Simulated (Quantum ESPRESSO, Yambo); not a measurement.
An input for Yambo 5.3.0 (PbSe (Clausthalite)):

```
HF_and_locXC
gw0
dyson
ppa
em1d
rim_cut
RandQpts= 1000000
RandGvec= 1 RL
EXXRLvcs= 104 Ry
VXCRLvcs= 416 Ry
Chimod= "HARTREE"
% BndsRnXp
 1 | 173 |
%
NGsBlkXp= 15.5 Ry
% LongDrXp
 1 | 1 | 1 |
%
% GbndRnge
 1 | 173 |
%
DysSolver= "n"
ExtendOut
PPAPntXp= 27.21138 eV
% QPkrange
 3 | 3 | 22 | 25 |
 1 | 1 | 22 | 25 |
%
```

```sh
OMP_NUM_THREADS=1 mpirun -n 8 yambo -F gw2.in -J gw2 -C gw2 > gw2.log
```

The stored states that it reads are on a 4×4×4 mesh. The structure is cubic, space group Fm-3m (No. 225). The conventional cell has a = 6.121 Å, b = 6.121 Å, c = 6.121 Å, α = 90.00°, β = 90.00°, γ = 90.00°. Pb has 6 Se at 3.06 Å nearest. Nearest to Se lie 6 Pb at 3.06 Å. Farther neighbours and most contacts between anions are not listed.

How long will it take on 8 MPI ranks of Arm Neoverse V2, shared host, and how much memory?

It took 4.9 min; on shared hardware allow 2.5 min to 9.8 min. Peak host memory was 4.9 GiB.

The screening grows as filled bands × empty bands × pairs of k points, times the square of the screening basis for the matrix.

[Paths, hosts, dates, memory and timing lines, banners, echoed tables and standing remarks are left out of the program output.]

[Logs are printed without paths, hosts, clocks, repeated set-up lines and the standing remarks that a program may print on its own settings, such as how far it seeks lower states.]

[Runs of the session that timed out or met a known fault of the program may be left out.]

[Hosts, paths, dates, database ids (printed as entryN), source tags and the programs' standing remarks are cut or masked in the printed files.]
